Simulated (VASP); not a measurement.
# ZnS (F-43m) in VASP: further runs, part 3 of 3

VASP 6.6.1.

### 5 Single point, PBE, spin-orbit coupling, no magnetisation

INCAR reads:

```
SYSTEM = ZnS
ALGO = Normal
EDIFF = 0.001
ENCUT = 400
GGA = PE
GGA_COMPAT = .False.
ISIF = 2
ISMEAR = 0
LASPH = .True.
LCHARG = .False.
LORBIT = 11
LREAL = .False.
LSORBIT = .True.
LWAVE = .False.
MAGMOM = 0 0 0 0 0 0
NBANDS = 34
NELM = 100
PREC = Accurate
SIGMA = 0.02
```

KPOINTS reads:

```
k-points
0
Gamma
  6 6 6
  0 0 0
```

POSCAR reads:

```
ZnS
1.0
    0.0000000000      2.7020000000      2.7020000000
    2.7020000000      0.0000000000      2.7020000000
    2.7020000000      2.7020000000      0.0000000000
Zn S
1 1
Direct
    0.7500000000      0.7500000000      0.7500000000
    0.0000000000      0.0000000000      0.0000000000
```

Potentials or basis: VASP PAW PBE potentials, release 64 (Zn, S).

On the command line:

```
> cat potpaw_PBE.64/Zn/POTCAR potpaw_PBE.64/S/POTCAR > POTCAR
> mpirun -np 1 vasp_ncl > vasp.out
```

OUTCAR:

```text
SYSTEM = ZnS
   EDIFF = 0.001
   ENCUT = 400
   GGA = PE
   ISIF = 2
   ISMEAR = 0
   LASPH = .True.
   LORBIT = 11
   LREAL = .False.
   LSORBIT = .True.
   NELM = 100
   PREC = Accurate

 Found     22 irreducible k-points:

 Following reciprocal coordinates:
            Coordinates               Weight
  0.000000  0.000000  0.000000      1.000000
  0.166667  0.000000  0.000000      4.000000
 -0.166667  0.000000  0.000000      4.000000
  0.333333  0.000000  0.000000      4.000000
 -0.333333  0.000000  0.000000      4.000000
  0.500000  0.000000  0.000000      4.000000
   k-points           NKPTS =     22   k-points in BZ     NKDIM =     22   number of bands    NBANDS=     34
   number of dos      NEDOS =    301   number of ions     NIONS =      2
   total plane-waves  NPLWV =  21952
   dimension x,y,z NGX =    28 NGY =   28 NGZ =   28
   dimension x,y,z NGXF=    56 NGYF=   56 NGZF=   56
   ions per type =               1   1
   NGX,Y,Z   is equivalent  to a cutoff of  12.18, 12.18, 12.18 a.u.
   NGXF,Y,Z  is equivalent  to a cutoff of  24.36, 24.36, 24.36 a.u.
 SYSTEM =  ZnS
   PREC   = accura    normal or accurate (medium, high low for compatibility)
   ISTART =      0    job   : 0-new  1-cont  2-samecut
   ICHARG =      2    charge: 1-file 2-atom 10-const
   ISPIN  =      1    spin polarized calculation?
   LNONCOLLINEAR =      T non collinear calculations
   LSORBIT =      T    spin-orbit coupling
   LASPH  =      T    aspherical Exc in radial PAW
   ENCUT  =  400.0 eV  29.40 Ry    5.42 a.u.   6.23  6.23  6.23*2*pi/ulx,y,z
   NELM   =    100;   NELMIN=  2; NELMDL= -5     # of ELM steps
   EDIFF  = 0.1E-02   stopping-criterion for ELM
   LREAL  =      F    real-space projection
   EDIFFG = 0.1E-01   stopping-criterion for IOM
   NSW    =      0    number of steps for IOM
   IBRION =     -1    ionic relax: 0-MD 1-quasi-New 2-CG
   NFREE  =      0    steps in history (QN), initial steepest desc. (CG)
   ISIF   =      2    stress and relaxation
   ISYM   =      2    0-nonsym 1-usesym 2-fastsym
   POTIM  = 0.5000    time-step for ionic-motion
   TEBEG  =    0.0;   TEEND  =   0.0 temperature during run
   PSTRESS=    0.0 pullay stress
   NELECT =      18.0000    total number of electrons
   NUPDOWN=      -1.0000    fix difference up-down
   EMIN   =  10.00;   EMAX   =-10.00  energy-range for DOS
   EFERMI =   0.00;   METHOD = LEGACY
   ISMEAR =     0;   SIGMA  =   0.02  broadening in eV -4-tet -1-fermi 0-gaus
   EFERMI_NEDOS =   21; number of points for ismear=-14 and -15
   IALGO  =     38    algorithm
   IMIX   =      4    mixing-type and parameters
     AMIX     =   0.40;   BMIX     =  1.00
     AMIX_MAG =   1.60;   BMIX_MAG =  1.00
  volume/ion in A,a.u.               =      19.73       133.12
  Fermi-wavevector in a.u.,A,eV,Ry     =   1.260290  2.381602 21.610537  1.588330
  Thomas-Fermi vector in A             =   2.393807
   LORBIT       =     11    0 simple, 1 ext, 2 COOP (PROOUT), +10 PAW based schemes
   GGA     = PE    functional components
   LHFCALC =     F    Hartree Fock is set to
   AEXX    =    0.0000 exact exchange contribution
   IVDW    =     0    specifies the selected vdW correction
   LEPSILON=     F    determine dielectric tensor
   LRPA    =     F    only Hartree local field effects (RPA)
 Gauss-broadening in eV      SIGMA  =   0.02
  energy-cutoff  :      400.00
  volume of cell :       39.45
 maximum number of plane-waves:      1450
 NGX is ok and might be reduce to    28
   NGX = 13   NGY = 13   NGZ = 13

 number of electron      18.0000000 magnetization       0.0000000      0.0000000      0.0000000

 number of electron      18.0000000 magnetization       0.0000000      0.0000000     -0.0000000

 number of electron      18.0000000 magnetization      -0.0000000     -0.0000000      0.0000000

 Free energy of the ion-electron system (eV)
  ---------------------------------------------------
  ext. energy  EPLUGINS =         0.00000000
  ---------------------------------------------------
  free energy    TOTEN  =        -6.84730075 eV

  energy without entropy =       -6.84730075  energy(sigma->0) =       -6.84730075

 E-fermi :   2.2514     XC(G=0):  -9.6577

 val. band max:        2.1254996171   @ k =   0.0000   0.0000   0.0000
 cond. band min:       4.1942604537   @ k =   0.0000   0.0000   0.0000
 fundamental gap:      2.0687608367
 Fermi energy:         2.2514116145

 k-point     1 :       0.0000    0.0000    0.0000
  band No.  band energies     occupation
      1     -11.0415      1.00000
      2     -11.0415      1.00000
      3      -4.3225      1.00000
      4      -4.3225      1.00000
      5      -4.3225      1.00000
      6      -4.3225      1.00000
[... 187 lines left out ...]
     29      15.4942      0.00000
     30      15.4943      0.00000

 [... further k-points ...]

 [bands above 30 left out]

------------------------ aborting loop because EDIFF is reached ----------------------------------------

  FORCE on cell =-STRESS in cart. coord.  units (eV):
  Direction    XX          YY          ZZ          XY          YZ          ZX
  --------------------------------------------------------------------------------------
  -------------------------------------------------------------------------------------
  Total        0.4211294      0.4211294      0.4211294      0.0000000      0.0000000      0.0000000
  in kB       17.1017334     17.1017334     17.1017334      0.0000000      0.0000000      0.0000000
  external PRESSURE =      17.1017334 kB  Pullay stress =       0.0000000 kB

 VOLUME and BASIS-vectors are now :
 -----------------------------------------------------------------------------
  energy-cutoff  :      400.00
  volume of cell :       39.45
      direct lattice vectors                 reciprocal lattice vectors
     0.000000000  2.702000000  2.702000000    -0.185048113  0.185048113  0.185048113
     2.702000000  0.000000000  2.702000000     0.185048113 -0.185048113  0.185048113
     2.702000000  2.702000000  0.000000000     0.185048113  0.185048113 -0.185048113

 POSITION                                       TOTAL-FORCE (eV/Angst)
 -----------------------------------------------------------------------------------
      4.05300      4.05300      4.05300        -0.000000     -0.000000     -0.000000
      0.00000      0.00000      0.00000         0.000000      0.000000      0.000000
 -----------------------------------------------------------------------------------
    total drift:                               -0.000028     -0.000028     -0.000028

  FREE ENERGIE OF THE ION-ELECTRON SYSTEM (eV)
  ---------------------------------------------------
  free  energy   TOTEN  =        -6.8473007486 eV

  energy  without entropy=       -6.8473007486  energy(sigma->0) =       -6.84730075

 Spin-Orbit-Coupling matrix elements

 Ion:    1  E_soc:     -0.0083666
 l=   1
     0.0000000    -0.0004094    -0.0004094
    -0.0004094     0.0000000    -0.0004094
    -0.0004094    -0.0004094     0.0000000
 l=   2
     0.0000000    -0.0002009     0.0000000    -0.0002009    -0.0007842
    -0.0002009     0.0000000    -0.0005881    -0.0002009    -0.0001960
     0.0000000    -0.0005881     0.0000000    -0.0005881     0.0000000
    -0.0002009    -0.0002009    -0.0005881     0.0000000    -0.0001960
    -0.0007842    -0.0001960     0.0000000    -0.0001960     0.0000000
 l=   3
     0.0000000     0.0000000     0.0000000     0.0000000     0.0000000     0.0000000     0.0000000
     0.0000000     0.0000000     0.0000000     0.0000000     0.0000000     0.0000000     0.0000000
     0.0000000     0.0000000     0.0000000     0.0000000     0.0000000     0.0000000     0.0000000
     0.0000000     0.0000000     0.0000000     0.0000000     0.0000000     0.0000000     0.0000000
     0.0000000     0.0000000     0.0000000     0.0000000     0.0000000     0.0000000     0.0000000
     0.0000000     0.0000000     0.0000000     0.0000000     0.0000000     0.0000000     0.0000000
     0.0000000     0.0000000     0.0000000     0.0000000     0.0000000     0.0000000     0.0000000

 Ion:    2  E_soc:     -0.0017718
 l=   1
     0.0000000    -0.0002953    -0.0002953
    -0.0002953     0.0000000    -0.0002953
    -0.0002953    -0.0002953     0.0000000
 l=   2
     0.0000000     0.0000000     0.0000000     0.0000000     0.0000000
     0.0000000     0.0000000     0.0000000     0.0000000     0.0000000
     0.0000000     0.0000000     0.0000000     0.0000000     0.0000000
     0.0000000     0.0000000     0.0000000     0.0000000     0.0000000
     0.0000000     0.0000000     0.0000000     0.0000000     0.0000000
 l=   3
     0.0000000     0.0000000     0.0000000     0.0000000     0.0000000     0.0000000     0.0000000
     0.0000000     0.0000000     0.0000000     0.0000000     0.0000000     0.0000000     0.0000000
     0.0000000     0.0000000     0.0000000     0.0000000     0.0000000     0.0000000     0.0000000
     0.0000000     0.0000000     0.0000000     0.0000000     0.0000000     0.0000000     0.0000000
     0.0000000     0.0000000     0.0000000     0.0000000     0.0000000     0.0000000     0.0000000
     0.0000000     0.0000000     0.0000000     0.0000000     0.0000000     0.0000000     0.0000000
     0.0000000     0.0000000     0.0000000     0.0000000     0.0000000     0.0000000     0.0000000

 total charge

# of ion       s       p       d       tot
------------------------------------------
    1        0.520   0.477   9.798  10.794
    2        1.315   2.435   0.000   3.750
--------------------------------------------------
tot          1.835   2.912   9.798  14.545

 magnetization (x)

# of ion       s       p       d       tot
------------------------------------------
    1        0.000   0.000  -0.000   0.000
    2        0.000   0.000   0.000   0.000
--------------------------------------------------
tot          0.000   0.000  -0.000   0.000

 magnetization (y)

# of ion       s       p       d       tot
------------------------------------------
    1        0.000   0.000   0.000   0.000
    2        0.000   0.000   0.000   0.000
--------------------------------------------------
tot          0.000   0.000   0.000   0.000

 magnetization (z)

# of ion       s       p       d       tot
------------------------------------------
    1        0.000   0.000  -0.000   0.000
    2        0.000   0.000   0.000   0.000
--------------------------------------------------
tot          0.000   0.000  -0.000   0.000
```

stdout:

```text
POSCAR found type information on POSCAR ZnS
 POSCAR found :  2 types and       2 ions
 scaLAPACK will be used
 LDA part: xc-table for (Slater+PW92), standard interpolation
 POSCAR, INCAR and KPOINTS ok, starting setup
 FFT: planning ... GRIDC
 FFT: planning ... GRID_SOFT
 FFT: planning ... GRID
 WAVECAR not read
 entering main loop
```

Wall time 15 s (1 thread of AMD EPYC 9R45 (Zen 5), shared host); peak memory 0.21 GiB.

The run converged, but some of its settings lie outside the range that counts as converged, so its numbers aren't taken as properties of the crystal.

Results:

* Free energy: -6.8473 eV
* Pressure: 1.7 GPa
* Valence electrons inside the program's atomic spheres: Zn 10.79; S 3.75

### 6 Single point, PBE, spin-orbit coupling, no magnetisation

Edit INCAR of step 5 so:

```diff
@@ -2,3 +2,3 @@
 ALGO = Normal
-EDIFF = 0.001
+EDIFF = 1E-5
 ENCUT = 400
```

KPOINTS is that of step 5.

POSCAR is that of step 5.

Potentials or basis: VASP PAW PBE potentials, release 64 (Zn, S).

On the command line:

```
> cat potpaw_PBE.64/Zn/POTCAR potpaw_PBE.64/S/POTCAR > POTCAR
> mpirun -np 1 vasp_ncl > vasp.out
```

Run time: 22 s. Hardware: 1 thread of AMD EPYC 9R45 (Zen 5), shared host; peak memory 0.21 GiB.

The run converged, but some of its settings lie outside the range that counts as converged, so its numbers aren't taken as properties of the crystal.

What came out:

| Property | Result |
| --- | --- |
| Free energy | -6.8478 eV |
| Pressure | 1.6 GPa |
| Valence electrons inside the program's atomic spheres | Zn 10.79; S 3.75 |
